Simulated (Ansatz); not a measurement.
Here is an Ansatz 0.2.0 calculation.

Contents of input.yaml:

```yaml
crystal:
  lattice:
    - [0.0, 3.2145, 3.2145]
    - [3.2145, 0.0, 3.2145]
    - [3.2145, 3.2145, 0.0]
  atoms:
    - { symbol: Hg, position: [0.0, 0.0, 0.0] }
    - { symbol: Te, position: [0.75, 0.75, 0.75] }
kpoints:
  mp_grid: { grid: [7, 7, 7] }
scf:
  occupations: { method: gaussian, width: 0.011 }
hamiltonian:
  xc: pbe
  pseudopotentials: { kind: all_electron, lapw: { basis_error: 0.001 } }
output:
  forces: true
  stress: true
  eigenvalues: true
```

Potentials or basis: all-electron LAPW, scalar-relativistic.

Launch:

```console
$ ansatz run input.yaml --threads 1 --pin off --max-ram 3072MiB --backend cpu --events-out ev --progress --plain --runs-dir out
```

Question: Predict the pressure.

Answer: 4.6 GPa.

Question: Estimate the band gap on the k mesh.

Answer: None (metal or under the smearing width).

The run has no spin-orbit coupling, so splittings on Hg, Te are missing.
